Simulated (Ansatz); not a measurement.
# CsH (Fm-3m): from the cell to its phonons, part 2 of 2

Aim: the phonons of CsH (Fm-3m) at a cell relaxed beforehand at this level. After the zone centre comes a 4×4×4 q mesh on a 8×8×8 k mesh.

Ansatz 0.2.0; DFT PBEsol, scalar-relativistic, plane waves, PAW.

So far, highest frequency on the path or at a solved wavevector (cm⁻¹): step 3 (phonons on a q mesh) 699.

The database entry behind the starting cell differs from later determinations by our own check (0.1 to 0.3 % short, probably kX units), so it need not match the best structure at ambient conditions.

### 4. The same by displaced supercells

Finite displacements in a 2×2×2 supercell give force constants from forces alone. They are exact at the wavevectors that the supercell holds, where they check the linear-response result.

input.yaml reads:

```yaml
crystal:
  lattice:
    - [0.0, 3.1261165314, 3.1261165314]
    - [3.1261165314, 0.0, 3.1261165314]
    - [3.1261165314, 3.1261165314, 0.0]
  atoms:
    - { symbol: Cs, position: [0.0, 0.0, 0.0] }
    - { symbol: H, position: [0.5, 0.5, 0.5] }
kpoints:
  mp_grid: { grid: [8, 8, 8] }
hamiltonian:
  xc: pbesol
scf:
  occupations: { method: fixed }
output:
  eigenvalues: true
phonons:
  method: fd
  supercell: [2, 2, 2]
  temperatures: { t_max: 1000, t_step: 50 }
  qpath:
    path:
      - [[0.0, 0.0, 0.0], [0.5, 0.0, 0.5], [0.625, 0.25, 0.625]]
      - [[0.375, 0.375, 0.75], [0.0, 0.0, 0.0], [0.5, 0.5, 0.5], [0.5, 0.25, 0.75], [0.5, 0.0, 0.5]]
    npoints: 10
  non_analytic_term:
    high_frequency_dielectric_tensor: [[3.2958, 0.0, 0.0], [0.0, 3.2958, 0.0], [0.0, 0.0, 3.2958]]
    born_effective_charges:
      - { species: Cs, tensor: [[1.1331, 0.0, 0.0], [0.0, 1.1331, 0.0], [0.0, 0.0, 1.1331]] }
      - { species: H, tensor: [[-1.1331, 0.0, 0.0], [0.0, -1.1331, 0.0], [0.0, 0.0, -1.1331]] }
    source: "zone-centre run at this cell"
```

Run with:

```
$ ansatz run input.yaml --threads 4 --pin off --max-ram 7168MiB --backend cpu --events-out ev --progress --plain --runs-dir out
```

Numbers of over 12 decimals in the logs are rounded to 6 here.

What it wrote:

```text
[...]
Crystal: 16 atoms, lattice volume = 488.805 Å³
Basis set: ecut = 420 eV, 9577 PW (Γ), exchange–correlation on 120×120×120 points (8 copies of the dense FFT grid, shifted against one another)
Bands: 56, of which v1, the nominal top of the filled ones, is band 40 counted from 1 (39 counted from 0)
Symmetry: 384 space group operations
k-points: 8 of 64
[...]
SCF iter   1: F=—  HF=-44814.398104 eV  |F-HF|=—  |Δ(HF+E_count)|=         —  Δρ=4.87e-8  dr2=1.01e-11  ethr=1.00e-12  ⟨swp⟩=3.0  Hψ=1117  notcnv=0
[...]
SCF iter   2: F=-44814.398104 eV  HF=-44814.398104 eV  |F-HF|=2.18e-11  |Δ(HF+E_count)|=  2.18e-11  Δρ=2.11e-8  dr2=1.86e-12  ethr=1.00e-12  ⟨swp⟩=3.0  Hψ=1116  notcnv=0
SCF 1 converged in 2 iterations: F = -44814.398104 eV  dr2 = 1.86e-12
[...]
Symmetry: 8 space group operations
k-points: 13 of 64 (time reversal used)
iter 1 solved again at ethr=5.08e-9 eV; its pass at ethr=3.10e-3 eV (dr2=4.06e-6 eV) is discarded
[...]
SCF iter   6: F=-44814.398100 eV  HF=-44814.398100 eV  |F-HF|=7.28e-12  |Δ(HF+E_count)|=  7.28e-12  Δρ=7.95e-9  dr2=4.11e-13  ethr=1.00e-12  ⟨swp⟩=5.5  Hψ=2739  notcnv=0
SCF 2 converged in 6 iterations: F = -44814.398100 eV  dr2 = 4.11e-13
[...]
SCF iter   6: F=-44814.398101 eV  HF=-44814.398101 eV  |F-HF|=2.18e-11  |Δ(HF+E_count)|=  6.55e-11  Δρ=1.39e-8  dr2=1.79e-12  ethr=1.00e-12  ⟨swp⟩=5.8  Hψ=2650  notcnv=0
SCF 3 converged in 6 iterations: F = -44814.398101 eV  dr2 = 1.79e-12
[...]
SCF converged after 2 iterations
Free energy (F): -44814.398104 eV
[...]
Internal energy: -44814.398104 eV  (E = F + TS)
E sigma→0 (E₀):  -44814.398104 eV
Fermi energy:    3.711755 eV
[...]
--- Band table (eV; the first three rows and the last of 8) ---
  k-point 0: bands = [... 36 lower, 3.7118, 3.7118, 3.7118, 3.7118, 5.7759, 5.7759, 5.7759, 5.7759, ... 12 higher]
  k-point 1: bands = [... 36 lower, 3.3763, 3.4809, 3.4809, 3.4809, 6.1360, 6.1360, 6.1360, 6.2140, ... 12 higher]
  k-point 2: bands = [... 36 lower, 2.9875, 2.9875, 2.9875, 2.9875, 6.8791, 6.8791, 6.8791, 6.8791, ... 12 higher]
  k-point 7: bands = [... 36 lower, 3.0512, 3.0512, 3.0512, 3.0512, 7.1946, 7.1946, 7.1946, 7.1946, ... 12 higher]
--- Phonons: 2 displaced members + reference (amplitude 0.0025 Å, Σ member SCF iterations 12) ---
  symmetry images taken by strict's conditions (phonons.symmetry_images: auto; settled by no image being taken that strict refuses)
  ASR residual: 4.524e-5 → 0.000e0 eV/Å²; symmetrization residual: 8.409e-5 eV/Å²
  largest component of a force at the reference: 1.7e-29 eV/Å
  ASR residual per site (eV/Å²): 3.25e-5 4.52e-5
  Γ frequencies (cm⁻¹): 0.00 0.00 0.00 402.09 402.09 402.09
[...]
```

It took 13 s on 4 threads of Intel Xeon Platinum 8488C (Sapphire Rapids), shared host; peak memory 1.2 GiB.

This step gave:

| Quantity | Value |
| --- | --- |
| atoms in the supercell | 16 |
| sum-rule residual before enforcement | 4.52e-5 eV/Å² |
| highest frequency on the path or at a solved wavevector | 698.7 cm⁻¹ |

Interpolated from a 2×2×2 supercell, rough between the solved points, with the LO-TO term (at Γ the limit along the path; where Γ stands inside the path, tables give the limit on arrival). Phonon branches along the path, in cm⁻¹:

```tsv
point	branch 1	branch 2	branch 3	branch 4	branch 5	branch 6
Γ	0	0	0	402	402	689
halfway	27	27	54	458	458	630
X	34	34	61	428	428	488
halfway	35	40	60	434	454	494
U	38	50	55	450	505	516
jump to K	38	50	55	450	505	516
halfway	32	36	51	455	490	669
Γ	0	0	0	402	402	689
halfway	30	30	46	457	457	694
L	38	38	64	506	506	699
halfway	40	45	59	479	501	616
W	46	50	50	485	492	492
halfway	40	41	58	455	458	496
X	34	34	61	428	428	488
```

The phonon branches as a text plot (rows in cm⁻¹):

```
    684 |****                    *******************
    655 |    **                **                   **
    626 |      *             **                       *
    597 |       *           *                          *
    568 |        *         *                            *
    539 |         **
    509 |           *   ********               *********** ***
    480 |            ****    ** **           **     *************
    451 |   ********   ******  *****       **                **
    422 |  *        ****          ****   **                    **
    393 |**                          ****
    364 |
    335 |
    306 |
    277 |
    247 |
    218 |
    189 |
    160 |
    131 |
    102 |
     73 |       ********                       ********       ***
     44 |   ************************      ***********************
     15 |*******                 ***********
         Γ           X  U|K            Γ         L        W     X
```

Tetrahedra on a 18×18×18 mesh, mean over bins of 10 cm-1. Interpolated from a 2×2×2 supercell, rough between the solved points. Table of phonon density of states by wavenumber; read off at these points:

```tsv
wavenumber (cm⁻¹)	phonon density of states (1/cm⁻¹/cell)
5	4.0e-4
25	0.0198
35	0.114
45	0.0714
65	0.0159
85	0
95	0
115	0
135	0
155	0
175	0
195	0
215	0
235	0
255	0
265	0
285	0
305	0
325	0
345	0
365	0
385	0
405	4.4e-4
425	0.00255
445	0.0128
455	0.0262
465	0.0447
475	0.0280
495	0.0291
515	0.00614
535	0.00359
555	0.00383
575	0.00413
595	0.00451
615	0.00489
625	0.00515
645	0.00576
665	0.00684
685	0.00977
705	0
```

At Γ the two methods differ by at most 0.0 cm⁻¹.

### 5. Summary of results

| Quantity | Value |
| --- | --- |
| space group (within 0.01 Å) | Fm-3m |
| volume per atom | 30.6 Å³ |
| gap on the k-mesh | 2.06 eV |
| highest optical mode at the zone centre (no LO-TO term) | 402 cm⁻¹ |
| top of the zone-centre spectrum with the field | 689 cm⁻¹ |
| lowest optical zone-centre mode | 402 cm⁻¹ |
| mean high-frequency dielectric constant | 3.30 |
| mean static dielectric constant | 9.69 |
| largest Born charge (third of the trace) | 1.13 e |
| lowest mode on the q mesh (acoustic modes at Γ apart) | 26.2 cm⁻¹ |
| highest frequency on the path or at a solved wavevector | 699 cm⁻¹ |
| zero-point energy per atom | 52.4 meV |
| heat capacity at 300 K | 20.1 J/(mol atoms K) |
| vibrational entropy at 300 K | 36.4 J/(mol atoms K) |
| Debye temperature (second moment) | 694 K |
| imaginary modes on the 4×4×4 q mesh | none |

The structure is a minimum as far as tested: no mode is imaginary at the 8 irreducible wavevectors of the 4×4×4 mesh, and the softest away from the acoustic zeros lies at 26 cm⁻¹. Without the field, the optical modes at Γ form one degenerate level at 402 cm⁻¹. The highest mode in this list at Γ, 402.1 cm⁻¹, is mostly motion of H (99 % of the kinetic energy). With the macroscopic field of the longitudinal modes the top of the zone-centre spectrum lies at 689 cm⁻¹, against 402 cm⁻¹ without it. Lattice motion raises the mean dielectric constant from 3.296 to 9.688. The strongest infrared line is at 402 cm⁻¹. On the path and the mesh, the widest gap between branches runs from 64 to 402 cm⁻¹. Finite displacements and linear response differ by 0.0 cm⁻¹ in the highest zone-centre mode. Spin-orbit coupling is left out, which can matter for the heavy elements here. These are harmonic frequencies at zero temperature: anharmonic shifts, linewidths and thermal expansion are left out.

[Logs are printed without paths, hosts, clocks, repeated set-up lines and the standing remarks that a program may print on its own settings, such as how far it seeks lower states.]

[Hosts, paths, dates, database ids (printed as entryN), source tags and the programs' standing remarks are cut or masked in the printed files.]
